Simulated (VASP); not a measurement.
# BN (Qingsongite) (F-43m) in VASP: notebook

BN (Qingsongite) is run at these levels: LDA; tasks: single point.

Program: VASP 6.6.1. These are calculated values, not measurements. Logs are shortened: lines on timing, memory, paths and dates and some standing lists are left out, and cuts for length are marked.

**Experimental background.**

From a printed reference work, monograph, for a bulk crystal of BN at 300 K: band gap 6.4 eV (indirect).

The results are compared with them further down.

**1. The cell of the first run**

Symmetry: F-43m, No. 216, cubic system. The conventional cell has a = 3.490 Å, b = 3.490 Å, c = 3.490 Å, α = 90.00°, β = 90.00°, γ = 90.00°. B (site symmetry -43m) has 4 N at 1.51 Å within 2.0 Å. N (site symmetry -43m) has 4 B at 1.51 Å within 2.0 Å.

**2. Single point, LDA**

INCAR

```
  PREC = Accurate
  ENCUT = 520
  EDIFF = 1E-6
  ISMEAR = 0
  SIGMA = 0.01
  LREAL = False
  LASPH = True
  NELM = 100
  ALGO = Normal
  ISIF = 2
  LWAVE = False
  LCHARG = False
  GGA = CA
  NBANDS = 11
```

KPOINTS

```
regular mesh
0
Gamma
  10 10 10
```

POSCAR

```
BN
1.0
    0.0000000000      1.7451220627      1.7451220627
    1.7451220627      0.0000000000      1.7451220627
    1.7451220627      1.7451220627      0.0000000000
B N
1 1
Direct
    0.0000000000      0.0000000000      0.0000000000
    0.2500000000      0.2500000000      0.2500000000
```

Potentials or basis: VASP PAW LDA potentials, release 64 (B, N).

Started as:

```bash
$ cat potpaw_LDA.64/B/POTCAR potpaw_LDA.64/N/POTCAR > POTCAR
$ mpirun -np 1 vasp_std > vasp.out
```

OUTCAR:

```text
PREC = Accurate
   ENCUT = 520
   EDIFF = 1E-6
   ISMEAR = 0
   LREAL = False
   LASPH = True
   NELM = 100
   ISIF = 2
   GGA = CA

 ion  position               nearest neighbor table
   1  0.000  0.000  0.000-   2 1.51   2 1.51   2 1.51   2 1.51
   2  0.250  0.250  0.250-   1 1.51   1 1.51   1 1.51   1 1.51

  LATTYP: Found a face centered cubic cell.
 ALAT       =     3.4902441254

  Lattice vectors:

 A1 = (   0.0000000000,   1.7451220627,   1.7451220627)
 A2 = (   1.7451220627,   0.0000000000,   1.7451220627)
 A3 = (   1.7451220627,   1.7451220627,   0.0000000000)

Analysis of symmetry for initial positions (statically):
=====================================================================
 Subroutine PRICEL returns:
 Original cell was already a primitive cell.

 Routine SETGRP: Setting up the symmetry group for a
 face centered cubic supercell.

 Subroutine GETGRP returns: Found 24 space group operations
 (whereof 24 operations were pure point group operations)
 out of a pool of 48 trial point group operations.

The static configuration has the point symmetry T_d .

Analysis of symmetry for dynamics (positions and initial velocities):
=====================================================================
 Subroutine PRICEL returns:
 Original cell was already a primitive cell.

 Routine SETGRP: Setting up the symmetry group for a
 face centered cubic supercell.

 Subroutine GETGRP returns: Found 24 space group operations
 (whereof 24 operations were pure point group operations)
 out of a pool of 48 trial point group operations.

The dynamic configuration has the point symmetry T_d .

 Subroutine INISYM returns: Found 24 space group operations
 (whereof 24 operations are pure point group operations),
 and found     1 'primitive' translations

----------------------------------------------------------------------------------------

                                     Primitive cell

  volume of cell :      10.6294

  direct lattice vectors                    reciprocal lattice vectors
     0.000000000  1.745122063  1.745122063    -0.286512910  0.286512910  0.286512910
     1.745122063  0.000000000  1.745122063     0.286512910 -0.286512910  0.286512910
     1.745122063  1.745122063  0.000000000     0.286512910  0.286512910 -0.286512910

  length of vectors
     2.467975289  2.467975289  2.467975289     0.496254917  0.496254917  0.496254917

  position of ions in fractional coordinates (direct lattice)
     0.000000000  0.000000000  0.000000000
[... 81 lines left out ...]
   NSW    =      0    number of steps for IOM
   IBRION =     -1    ionic relax: 0-MD 1-quasi-New 2-CG
   NFREE  =      0    steps in history (QN), initial steepest desc. (CG)
   ISIF   =      2    stress and relaxation
   ISYM   =      2    0-nonsym 1-usesym 2-fastsym
   POTIM  = 0.5000    time-step for ionic-motion
   TEBEG  =    0.0;   TEEND  =   0.0 temperature during run
   PSTRESS=    0.0 pullay stress
   NELECT =       8.0000    total number of electrons
   NUPDOWN=      -1.0000    fix difference up-down
   EMIN   =  10.00;   EMAX   =-10.00  energy-range for DOS
   EFERMI =   0.00;   METHOD = LEGACY
   ISMEAR =     0;   SIGMA  =   0.01  broadening in eV -4-tet -1-fermi 0-gaus
   EFERMI_NEDOS =   21; number of points for ismear=-14 and -15
   IALGO  =     38    algorithm
   IMIX   =      4    mixing-type and parameters
     AMIX     =   0.40;   BMIX     =  1.00
     AMIX_MAG =   1.60;   BMIX_MAG =  1.00
  volume/ion in A,a.u.               =       5.31        35.87
  Fermi-wavevector in a.u.,A,eV,Ry     =   1.489141  2.814068 30.171457  2.217540
  Thomas-Fermi vector in A             =   2.602087
   LORBIT       =      0    0 simple, 1 ext, 2 COOP (PROOUT), +10 PAW based schemes
   GGA     = CA    functional components
   LHFCALC =     F    Hartree Fock is set to
   AEXX    =    0.0000 exact exchange contribution
   IVDW    =     0    specifies the selected vdW correction
   LEPSILON=     F    determine dielectric tensor
   LRPA    =     F    only Hartree local field effects (RPA)
 non-spin polarized calculation
 Gauss-broadening in eV      SIGMA  =   0.01
  energy-cutoff  :      520.00
  volume of cell :       10.63
 maximum number of plane-waves:       302
   NGX =  9   NGY =  9   NGZ =  9

 number of electron       8.0000000 magnetization

 Free energy of the ion-electron system (eV)
  ---------------------------------------------------
  ext. energy  EPLUGINS =         0.00000000
  ---------------------------------------------------
  free energy    TOTEN  =       -19.31819570 eV

  energy without entropy =      -19.31819570  energy(sigma->0) =      -19.31819570

 E-fermi :   8.9710     XC(G=0): -13.6189

 val. band max:        8.7653433120   @ k =   0.0000   0.0000   0.0000
 cond. band min:      13.2269714878   @ k =   0.5000   0.5000   0.0000
 fundamental gap:      4.4616281758
 Fermi energy:         8.9710198141

 k-point     1 :       0.0000    0.0000    0.0000
  band No.  band energies     occupation
      1     -12.5475      2.00000
      2       8.7653      2.00000
      3       8.7653      2.00000
      4       8.7653      2.00000
      5      17.9464      0.00000
      6      17.9464      0.00000
      7      17.9464      0.00000
      8      20.9689      0.00000
      9      35.2958      0.00000
     10      37.8834      0.00000
     11      37.8834      0.00000
[... 309 lines left out ...]
 k-point    24 :       0.4000    0.3000    0.0000
  band No.  band energies     occupation
      1      -8.3696      2.00000
      2       1.6212      2.00000
      3       3.7635      2.00000
      4       4.2113      2.00000
      5      15.0586      0.00000
      6      19.9580      0.00000
      7      25.4663      0.00000
      8      25.5103      0.00000
      9      29.9334      0.00000
     10      37.8706      0.00000
     11      42.2253      0.00000

 [... further k-points ...]
[... 5 lines left out ...]
  --------------------------------------------------------------------------------------
  -------------------------------------------------------------------------------------
  Total        2.4394850      2.4394850      2.4394850      0.0000000      0.0000000     -0.0000000
  in kB      367.7064984    367.7064984    367.7064984      0.0000000      0.0000000     -0.0000000
  external PRESSURE =     367.7064984 kB  Pullay stress =       0.0000000 kB

 VOLUME and BASIS-vectors are now :
 -----------------------------------------------------------------------------
  energy-cutoff  :      520.00
  volume of cell :       10.63
      direct lattice vectors                 reciprocal lattice vectors
     0.000000000  1.745122063  1.745122063    -0.286512910  0.286512910  0.286512910
     1.745122063  0.000000000  1.745122063     0.286512910 -0.286512910  0.286512910
     1.745122063  1.745122063  0.000000000     0.286512910  0.286512910 -0.286512910

 POSITION                                       TOTAL-FORCE (eV/Angst)
 -----------------------------------------------------------------------------------
      0.00000      0.00000      0.00000         0.000000      0.000000      0.000000
      0.87256      0.87256      0.87256        -0.000000     -0.000000     -0.000000
 -----------------------------------------------------------------------------------
    total drift:                               -0.000000     -0.000000      0.000000

  FREE ENERGIE OF THE ION-ELECTRON SYSTEM (eV)
  ---------------------------------------------------
  free  energy   TOTEN  =       -19.3181956972 eV

  energy  without entropy=      -19.3181956972  energy(sigma->0) =      -19.31819570
```

Wall time 4.1 s (1 thread of Intel Xeon Platinum 8259CL at 2.50GHz (Skylake/Cascade Lake), shared host); peak memory 0.11 GiB.

What came out:

| Quantity | Value |
| --- | --- |
| Free energy | -19.3182 eV |
| Pressure | 36.8 GPa |
| Band gap on the k mesh | 4.46 eV, indirect (least direct gap 9.18 eV) |

A k mesh can miss the band edges.

**3. Single point, LDA**

This run uses another cell than the first one, of 5.46 Å³/atom, 1.028 times its volume.

INCAR

```
ALGO = Normal
EDIFF = 1E-7
ENCUT = 520
ISIF = 2
ISMEAR = 0
LASPH = T
LCHARG = F
LREAL = F
LWAVE = F
NBANDS = 11
NELM = 100
PREC = Accurate
SIGMA = 0.01
```

KPOINTS

```
k-points
0
Gamma
  10 10 10
```

POSCAR

```
BN
1.0
    0.0000000000      1.7611332512      1.7611332512
    1.7611332512      0.0000000000      1.7611332512
    1.7611332512      1.7611332512      0.0000000000
B N
1 1
Direct
    0.0000000000      0.0000000000      0.0000000000
    0.2500000000      0.2500000000      0.2500000000
```

Potentials or basis: VASP PAW LDA potentials, release 64 (B, N).

Started as:

```bash
$ cat potpaw_LDA.64/B/POTCAR potpaw_LDA.64/N/POTCAR > POTCAR
$ mpirun -np 1 vasp_std > vasp.out
```

Wall time 4.8 s (1 thread of Intel Xeon Platinum 8259CL at 2.50GHz (Skylake/Cascade Lake), shared host); peak memory 0.11 GiB.

Results (log left out):

```
Free energy            : -19.3733 eV
Pressure               : 22.9 GPa
Band gap on the k mesh : 4.43 eV, indirect (least direct gap 9.05 eV)
```

Levels at points of the mesh, in eV from the valence-band top:
| k point | band 1 | band 2 | band 3 | band 4 | band 5 | band 6 | band 7 | band 8 |
| --- | --- | --- | --- | --- | --- | --- | --- | --- |
| (0.00, 0.00, 0.00) | -20.98 | 0.00 | 0.00 | 0.00 | 9.05 | 9.05 | 9.05 | 11.73 |
| (0.50, 0.00, 0.00) | -16.32 | -11.45 | -2.10 | -2.10 | 10.99 | 10.99 | 11.25 | 15.81 |
| (0.50, 0.50, 0.00) | -14.84 | -9.41 | -5.32 | -5.32 | 4.43 | 9.58 | 18.92 | 18.92 |

[end of part 1 of 2]
